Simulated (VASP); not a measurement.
A run of VASP 6.6.1 is set up as follows.

The input INCAR:

```
ALGO     = Fast           # electronic algorithm
EDIFF    = 1E-7           # SCF threshold, eV
EDIFFG   = -0.02          # ionic threshold
ENCUT    = 600            # plane-wave cutoff, eV
GGA      = PE             # functional
IBRION   = 2              # ionic algorithm
ISIF     = 3              # what is computed and relaxed
ISMEAR   = -1             # smearing method
IVDW     = 12             # dispersion correction
LASPH    = T              # aspherical terms in the spheres
LCHARG   = F              # write CHGCAR
LREAL    = F              # projectors in reciprocal space
LWAVE    = F              # write WAVECAR
NELM     = 60             # most SCF steps
NSW      = 60             # ionic steps
PREC     = Accurate       # precision mode
SIGMA    = 0.05           # smearing width, eV
```

File KPOINTS:

```
k-points
0
Gamma
  8 8 8
```

Contents of POSCAR:

```
TiB2
1.0
    3.0292000000      0.0000000000      0.0000000000
   -1.5146000000      2.6233641531      0.0000000000
    0.0000000000      0.0000000000      3.2284000000
Ti B
1 2
Direct
    0.0000000000      0.0000000000      0.0000000000
    0.6666666667      0.3333333333      0.5000000000
    0.3333333333      0.6666666667      0.5000000000
```

Potentials or basis: VASP PAW PBE potentials, release 64 (Ti_sv, B).

Run with:

```console
$ cat potpaw_PBE.64/Ti_sv/POTCAR potpaw_PBE.64/B/POTCAR > POTCAR
$ mpirun -np 1 vasp_std > vasp.out
```

Task: What does it give for the relaxed cell?

Result: a = 3.006 Å, b = 3.006 Å, c = 3.178 Å, α = 90.00°, β = 90.00°, γ = 120.00°.

Task: What does it give for the relaxed volume?

Result: 8.29 Å³/atom.

Stress tensor (GPa, compression positive):
```
-0.03  0.00  0.00
 0.00 -0.03  0.00
 0.00  0.00 -0.13
```

Caveat: pairwise dispersion overbinds metals, which lowers pressure and volume.
